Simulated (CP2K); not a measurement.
The system is PbO2.

```
Pb O
1.0
     3.82119    0.00000    0.00000
     1.91060    3.30925    0.00000
     1.91060    1.10308    3.11999
Pb O
1 2
Direct
  0.00000 0.00000 0.00000
  0.75000 0.75000 0.75000
  0.25000 0.25000 0.25000
```

The cell comes from a database or a generator and needn't be the stable form of this composition.

- Program: CP2K 2026.2
- Task: single point
- Functional: PBE
- Potentials or basis: POTENTIAL_UZH Pb GTH-PBE-q4, O GTH-PBE-q6; TZVP-MOLOPT-PBE-GTH basis
- Density cutoff: 8163 eV
- k mesh: 9 × 9 × 9
- Occupations: fermi-dirac, width 0.05 eV
- Spin: no spin polarisation

On this cell: pressure 3.9 GPa; largest force zero by symmetry; band gap on the k mesh none (metal or under the smearing width).

The same run follows on a disturbed copy (atoms moved at random, drawn with an rms of 0.05 Å):

```
Pb O
1.0
     3.82119    0.00000    0.00000
     1.91060    3.30925    0.00000
     1.91060    1.10308    3.11999
Pb O
1 2
Direct
  0.99611 0.00198 0.00536
  0.74542 0.74686 0.74195
  0.23800 0.27224 0.24122
```

Task: What does the disturbed cell give?

Result: The energy (extrapolated to zero smearing) moves by +10.8 meV/atom; pressure 4.2 GPa; largest force 0.595 eV/Å; band gap on the k mesh none (metal or under the smearing width).

Forces in eV/Å, atoms in the order of the input:
```
Pb  -0.189  0.138 -0.345
O    0.188  0.428  0.162
O    0.000 -0.566  0.183
```

Stress tensor (GPa, compression positive):
```
 3.29 -0.11 -0.17
-0.11  5.05 -0.48
-0.17 -0.48  4.35
```

Caveats: the basis of atomic orbitals isn't converged, which shifts pressures, moduli and gaps.
